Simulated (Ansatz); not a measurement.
Space group C2/m (No. 12). a = 4.558 Å, b = 2.631 Å, c = 7.846 Å, α = 90.00°, β = 101.06°, γ = 90.00°
```json
{"atom": "Zn", "site": "2a", "symmetry": "2/m", "x": "0.0000", "y": "0.0000", "z": "0.0000"}
{"atom": "Zn", "site": "4i", "symmetry": "m", "x": "0.7215", "y": "0.5000", "z": "0.6652"}
```

Equation of state of this Zn structure (not necessarily the ground state), with shape and atoms relaxed at each volume where symmetry leaves them free. It has no gap at any of these volumes. The calculation used Ansatz, DFT PBE, scalar-relativistic, plane waves, PAW.

Cutoff 420 eV; k points 18×18×6 on the computed 3-atom cell (Γ-centred); Gaussian smearing, width 0.10 eV; no spin polarisation.

| V (Å³/atom) | E − E(largest V) (meV/atom) | P (GPa) |
| --- | --- | --- |
| 13.542 | 32.25 | 10.77 |
| 14.003 | 5.72 | 7.55 |
| 14.465 | -11.44 | 4.47 |
| 14.926 | -20.55 | 2.00 |
| 15.388 | -23.41 | 0.01 |
| 15.850 | -20.92 | -1.66 |
| 16.311 | -14.27 | -2.96 |
| 16.927 | 0.00 | -4.37 |

Question: Fit a third-order Birch–Murnaghan equation to E(V).

Answer: V0 = 15.39 Å³/atom, B0 = 60 GPa, B0' = 5.7.

This form isn't the element's structure at ambient conditions.